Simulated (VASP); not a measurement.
The system is CsPbCl3.

```
Pb Cs Cl
1.0
     5.60500    0.00000    0.00000
     0.00000    5.60500    0.00000
     0.00000    0.00000    5.60500
Pb Cs Cl
1 1 3
Direct
  0.50000 0.50000 0.50000
  0.00000 0.00000 0.00000
  0.50000 0.00000 0.50000
  0.00000 0.50000 0.50000
  0.50000 0.50000 0.00000
```

* Program: VASP 6.6.1
* Task: single point
* Functional: PBEsol
* Potentials or basis: VASP PAW PBE potentials, release 64 (Pb_d, Cs_sv, Cl)
* Cutoff: 520 eV
* k mesh: 5 × 5 × 5
* Occupations: fermi-dirac, width 0.05 eV
* Spin: no spin polarisation

On this cell: pressure 0.1 GPa; largest force zero by symmetry; band gap on the k mesh 2.86 eV, direct.

The same run follows on a disturbed copy (atoms moved at random, drawn with an rms of 0.05 Å):

```
CELL_PARAMETERS angstrom
5.60500 0.00000 0.00000
0.00000 5.60500 0.00000
0.00000 0.00000 5.60500
ATOMIC_POSITIONS crystal
Pb 0.49379 0.49867 0.50007
Cs 0.99308 0.00081 0.00093
Cl 0.49719 0.00322 0.50560
Cl 0.99688 0.50060 0.50076
Cl 0.50141 0.50333 0.00266
```

Q: What changes?

A: The energy moves by +0.3 meV/atom; pressure 0.1 GPa; largest force 0.086 eV/Å; band gap on the k mesh 2.84 eV, direct.

Forces in eV/Å, atoms in the order of the input:
```
Pb   0.047  0.062  0.037
Cs  -0.007 -0.003 -0.004
Cl  -0.002 -0.054 -0.003
Cl  -0.034 -0.002 -0.001
Cl  -0.004 -0.003 -0.029
```

Caveats: the PAW data sets were made with another functional, which shifts forces and pressure a little; spin-orbit coupling is left out, which as a rule narrows the gap of such compounds by several tenths of an eV; an odd mesh through Γ misses points on the zone boundary, where band edges often lie.
